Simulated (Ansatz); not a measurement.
SrCl2 (CdI2 type) (r2SCAN+rVV10 geometry), in Ansatz:

```cif
data_structure
_symmetry_space_group_name_H-M 'P 1'
_symmetry_Int_Tables_number 1
_cell_length_a 4.4072
_cell_length_b 4.4072
_cell_length_c 5.5961
_cell_angle_alpha 90.000
_cell_angle_beta 90.000
_cell_angle_gamma 120.000
_cell_volume 94.13
loop_
_atom_site_label
_atom_site_type_symbol
_atom_site_fract_x
_atom_site_fract_y
_atom_site_fract_z
_atom_site_occupancy
Sr1 Sr 0.00000 0.00000 0.00000 1
Cl1 Cl 0.33333 0.66667 0.24870 1
Cl2 Cl 0.66667 0.33333 0.75130 1
```

G0W0@PBE with 354 empty bands, a screening cutoff of 140 eV and a 6×6×2 mesh (PAW, contour deformation) gives 7.497 eV over the mesh points, from a PBE gap of 5.163 eV; it sums over 366 bands with 365 plane waves in the screening and a wave cutoff of 420 eV. No extrapolation in bands, cutoff or mesh was made for G0W0. (Calculated; spin-unpolarised; the phase may be known or hypothetical.)

Question: Another run gave a Kohn-Sham gap of 5.163 eV and a G0W0 gap of 7.591 eV, summing over 662 bands with 637 plane waves in the screening and a wave cutoff of 420 eV. What was changed?

Answer: Empty bands 650, screening cutoff 210 eV. The counts of bands and plane waves show it.

Question: Estimate the gap with frequency model Godby-Needs pole.

Answer: 7.484 eV (-0.013 eV), from a Kohn-Sham gap of 5.163 eV.
